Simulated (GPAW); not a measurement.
# TiSe (P6_3/mmc) in GPAW: single point with PBEsol

Aim: the single point of TiSe with PBEsol.

Program: GPAW 26.7.0. These are calculated values, not measurements. Logs are shortened: lines on timing, memory, paths and dates and some standing lists are left out, and cuts for length are marked. The log counts tension as positive stress, the text compression.

## (1) Starting point

It takes space group P6_3/mmc (No. 194, hexagonal). Conventional cell: a = 3.559 Å, b = 3.559 Å, c = 6.220 Å, α = 90.00°, β = 90.00°, γ = 120.00°. Se (site symmetry -6m2) has 6 Ti at 2.58 Å as nearest neighbours. Ti (site symmetry -3m) is surrounded by 6 Se at 2.58 Å.

## (2) Single point, PBEsol

Input file run.py:

```python
from ase import Atoms
from ase.dft.bandgap import bandgap
from ase.io import write
from ase.units import GPa
from gpaw import GPAW, PW, setup_paths

setup_paths.insert(0, '.')

atoms = Atoms(['Se', 'Se', 'Ti', 'Ti'],
              cell=[[3.559, 0.0, 0.0],
                    [-1.7795, 3.0821844121, 0.0],
                    [0.0, 0.0, 6.22]],
              scaled_positions=[[0.6666666667, 0.3333333333, 0.75],
                                [0.3333333333, 0.6666666667, 0.25],
                                [0.0, 0.0, 0.5],
                                [0.0, 0.0, 0.0]],
              pbc=True)

calc = GPAW(mode=PW(600),
            xc='PBEsol',
            kpts={'size': (9, 9, 5), 'gamma': True},
            occupations={'name': 'methfessel-paxton', 'order': 0, 'width': 0.02},
            nbands=34,
            convergence={'density': 1e-05, 'energy': 1e-05},
            maxiter=150,
            txt='gpaw.txt')
atoms.calc = calc
energy = atoms.get_potential_energy()
forces = atoms.get_forces()
stress = atoms.get_stress()
calc.write('gs.gpw')
write('result.traj', atoms)
print(f'Energy: {energy:.6f} eV')
print('Forces (eV/A):')
print(forces.round(4))
print('Stress (GPa):', (stress / GPa).round(3))
print('Fermi level:', round(calc.get_fermi_level(), 4), 'eV')
print(f'Gap: {bandgap(calc)[0]:.4f} eV, direct: {bandgap(calc, direct=True)[0]:.4f} eV')
```

Potentials or basis: PAW data sets generated in the run's folder for this functional, pw.

The run is started by

```sh
$ gpaw-setup -f PBEsol Se Ti
$ OMP_NUM_THREADS=1 python run.py
```

gpaw.txt:

```text
__  _  _
 | _ |_)|_||  |
 |__||  | ||/\| - 26.7.0

Input parameters:
  mode=PW(ecut=600.0),
  convergence={'density': 1e-05, 'energy': 1e-05},
  kpts=MonkhorstPack(size=(9, 9, 5), gamma=True),
  maxiter=150,
  nbands=34,
  occupations=Occupations(name='methfessel-paxton', order=0, width=0.02),
  xc=XC(name='PBEsol')

Diagonalizing LCAO Hamiltonian
Converting LCAO to pw mode

            Se

       Ti
         Se

       Ti

Atoms  # Å, Bohr magnetons
|   | symbol |         x |        y |        z |    initial magnetic moments |
|---|--------|-----------|----------|----------|-----------------------------|
| 0 |     Se |  1.779500 | 1.027395 | 4.665000 | ( 0.0000,  0.0000,  0.0000) |
| 1 |     Se | -0.000000 | 2.054790 | 1.555000 | ( 0.0000,  0.0000,  0.0000) |
| 2 |     Ti |  0.000000 | 0.000000 | 3.110000 | ( 0.0000,  0.0000,  0.0000) |
| 3 |     Ti |  0.000000 | 0.000000 | 0.000000 | ( 0.0000,  0.0000,  0.0000) |

Unit cell  # Å
| periodic |         x |        y |        z |  lengths |     angles |
|----------|-----------|----------|----------|----------|------------|
|      yes |  3.559000 | 0.000000 | 0.000000 | 3.559000 |  90.000000 |
|      yes | -1.779500 | 3.082184 | 0.000000 | 3.559000 |  90.000000 |
|      yes |  0.000000 | 0.000000 | 6.220000 | 6.220000 | 120.000000 |

Number of symmetries: 12
Symmetry operations  # r_c * U_cc + t_c -> r_c
|    | kind |            matrix            |
|----|------|------------------------------|
|  0 |  σ   |  1, 1, 0,  0,-1, 0,  0, 0, 1 |
|  1 |  S6  |  1, 1, 0, -1, 0, 0,  0, 0,-1 |
|  2 |  E   |  1, 0, 0,  0, 1, 0,  0, 0, 1 |
|  3 |  C2  |  1, 0, 0, -1,-1, 0,  0, 0,-1 |
|  4 |  C2  |  0, 1, 0,  1, 0, 0,  0, 0,-1 |
|  5 |  C3  |  0, 1, 0, -1,-1, 0,  0, 0, 1 |
|  6 |  S6  |  0,-1, 0,  1, 1, 0,  0, 0,-1 |
|  7 |  σ   |  0,-1, 0, -1, 0, 0,  0, 0, 1 |
|  8 |  σ   | -1, 0, 0,  1, 1, 0,  0, 0, 1 |
|  9 |  i   | -1, 0, 0,  0,-1, 0,  0, 0,-1 |
| 10 |  C3  | -1,-1, 0,  1, 0, 0,  0, 0, 1 |
| 11 |  C2  | -1,-1, 0,  0, 1, 0,  0, 0,-1 |

BZ-sampling:
  Number of BZ points: 405
  Number of IBZ points: 50

  Monkhorst-Pack size: [9, 9, 5]
  Monkhorst-Pack shift: [0, 0, 0]

K-points  # in reciprocal-cell coordinates
|     |                                coordinates |     weight |
|-----|--------------------------------------------|------------|
|   0 | (  0.00000000,   0.00000000,   0.00000000) | 0.00246914 |
|   1 | (  0.00000000,   0.00000000,   0.20000000) | 0.00493827 |
|   2 | (  0.00000000,   0.00000000,   0.40000000) | 0.00493827 |
|   3 | (  0.11111111,   0.00000000,  -0.40000000) | 0.01481481 |
|   4 | (  0.11111111,   0.00000000,  -0.20000000) | 0.01481481 |
|   5 | (  0.11111111,   0.00000000,   0.00000000) | 0.01481481 |
|   6 | (  0.11111111,   0.00000000,   0.20000000) | 0.01481481 |
|   7 | (  0.11111111,   0.00000000,   0.40000000) | 0.01481481 |
|   8 | (  0.22222222,  -0.11111111,   0.00000000) | 0.01481481 |
|   9 | (  0.22222222,  -0.11111111,   0.20000000) | 0.02962963 |
| ... |                                            |            |
|  49 | (  0.44444444,   0.44444444,   0.40000000) | 0.02962963 |

Plane wave coefficients: 2292
Cutoff: 600.0 eV

Spin-components: 1 (collinear spins)
Bands:           34
Projectors:      22
Spin-degeneracy: 2
Datatype:        complex128

Parallelization:
  kpt:    1
  domain: 1
  band:   1

Density:
  Valence electrons: 36.0
  Components: 1
  Grid points: [21 21 36]
  Charge: 0.0  # |e|

Potential:
  Grid points: [21 21 36]

species:
  Se:
    name:    Selenium
    Z:       34.0
    valence: 6
    core:    28
    charge:  0.0  # [|e|]
    compensation charges:
      type: gauss
      rc: 0.27  # [Å]
      lmax: 2
    cutoffs:
      filter: 1.77  # [Å]
      core: 2.67  # [Å]
    projectors
    | kind |    occ | energy [eV] | rcut [Å] |
    |------|--------|-------------|----------|
    |   4s |  2.000 |     -17.281 |    0.847 |
    |   4p |  4.000 |      -6.511 |    1.005 |
    |    s |        |       9.930 |    0.847 |
    |    p |        |      20.700 |    1.005 |
    |    d |        |       0.000 |    0.847 |

    Using partial waves for Se as LCAO basis

  Ti:
    name:    Titanium
    Z:       22.0
    valence: 12
    core:    10
    charge:  0.0  # [|e|]
    compensation charges:
      type: gauss
      rc: 0.38  # [Å]
      lmax: 2
    cutoffs:
      filter: 2.23  # [Å]
      core: 1.02  # [Å]
    projectors
    | kind |    occ | energy [eV] | rcut [Å] |
    |------|--------|-------------|----------|
    |   3s |  2.000 |     -62.441 |    1.270 |
    |   4s |  2.000 |      -4.477 |    1.270 |
    |   3p |  6.000 |     -38.776 |    1.058 |
    |   4p |  0.000 |      -1.449 |    1.058 |
    |   3d |  2.000 |      -4.275 |    1.058 |
    |    d |        |      22.937 |    1.058 |

    Using partial waves for Ti as LCAO basis

Reference energy: -178512.158506  # eV

eigensolver:
  PPCG
  Converge bands: occupied
  niter=2

density mixing:
  MSR1-Mixer
  Pratt-step length: 0.05
  Maximum mixing coefficient: 0.75
  Old densities: 10
  SVD Regularization: 0.005
  Good broyden scale: 1.0
  Trust region scale: 1.0
  Backstep threshold: 4.0
  History deletion threshold: 6.0
  Fourier metric: weight=20.0, sigma=0.015

occupation numbers:
  Methfessel-Paxton:
    width: 0.0200  # eV
    order: 0

poisson solver:
  ecut: 4800.0  # eV

xc functional:
  name: PBEsol with 2 nearest neighbor stencil

convergence criteria:
- Maximum integral of absolute [dens]ity change: 1e-05 electrons / valence electron
- Maximum [total energy] change in last 3 cyles: 1e-05 eV / valence electron
- Maximum integral of absolute [eigenst]ate change: 4e-08 eV^2 / valence electron
maximum number of iterations: 150

SCF iterations
|iter     | |      energy | eigst |  dens |
|---------|-|-------------|-------|-------|
|iter:   1| |  -26.615909 | +0.42 |       |
|iter:   2| |  -26.651055 | -1.99 | -1.45 |
|iter:   3| |  -26.887402 | -1.34 | -1.47 |
|iter:   4| |  -26.582288 | -1.48 | -1.48 |
|iter:   5| |  -26.567434 | -2.71 | -1.89 |
|iter:   6| |  -26.568020 | -3.89 | -2.44 |
|iter:   7| |  -26.568362 | -5.11 | -3.13 |
|iter:   8| |  -26.568045c| -5.76 | -2.87 |
|iter:   9| |  -26.568048c| -6.26 | -3.59 |
|iter:  10| |  -26.568048c| -7.50c| -4.34 |
|iter:  11| |  -26.568049c| -7.62c| -4.72 |
|iter:  12| |  -26.568049c| -8.17c| -5.41c|

Converged in 12 steps
Energy contributions relative to reference atoms: (reference = -178512.158506)

Energy contributions:
  Kinetic:          34.256263
  Coulomb:         -30.190194
  Zero:             -0.151282
  External:          0.000000
  Xc:              -30.482577
  Entropy:          -0.000517
  Spinorbit:         0.000000
  ----------------------------
  Free energy:     -26.568307
  Extrapolated:    -26.568049

dipole moment: (-11.299722, -19.571692, -19.748296)  # |e|*Ang

Fermi level: 10.206
Eigenvalues  # (at kpt = [0.000, 0.000, 0.000])
| band index |      eig [eV] | occ [0-2] |
|------------|---------------|-----------|
|          0 |       -46.948 |     2.000 |
|        ... |               |           |
|         13 |         7.875 |     2.000 |
|         14 |         8.295 |     2.000 |
|         15 |         8.530 |     2.000 |
|         16 |         8.530 |     2.000 |
|         17 |         9.738 |     2.000 |
|         18 |         9.738 |     2.000 |
[... 8 lines left out ...]
|         27 |        14.196 |     0.000 |
|         28 |        17.239 |     0.000 |
|        ... |               |           |
|         33 |        22.152 |     0.000 |

No gap
No difference between direct/indirect transitions

Forces  # eV/Ang
|        x |        y |        z |
|----------|----------|----------|
|  0.00000 |  0.00000 | -0.00001 |  # Se   0
| -0.00000 |  0.00000 |  0.00001 |  # Se   1
|  0.00000 |  0.00000 |  0.00000 |  # Ti   2
|  0.00000 | -0.00000 |  0.00000 |  # Ti   3

Stress tensor  # eV/Ang^3
|         x |         y |         z |
|-----------|-----------|-----------|
|  0.025562 | -0.000000 |  0.000000 |
| -0.000000 |  0.025562 | -0.000000 |
|  0.000000 | -0.000000 | -0.038153 |

# Writing to gs.gpw (mode='')
```

Run time: 99 s. Hardware: 1 thread of Arm Neoverse V1, shared host; peak memory 0.23 GiB.

What came out:

```
Free energy            : -26.5683 eV
Pressure               : -0.7 GPa
Band gap on the k mesh : none (metal or under the smearing width)
```

Stress tensor (GPa, compression positive):
```
-4.10  0.00  0.00
 0.00 -4.10  0.00
 0.00  0.00  6.11
```

Levels at points of the mesh, in eV from the Fermi level:
```csv
k point,band 15,band 16,band 17,band 18,band 19,band 20,band 21,band 22
"(0.00, 0.00, 0.00)",-1.91,-1.68,-1.68,-0.47,-0.47,-0.44,-0.44,1.18
```
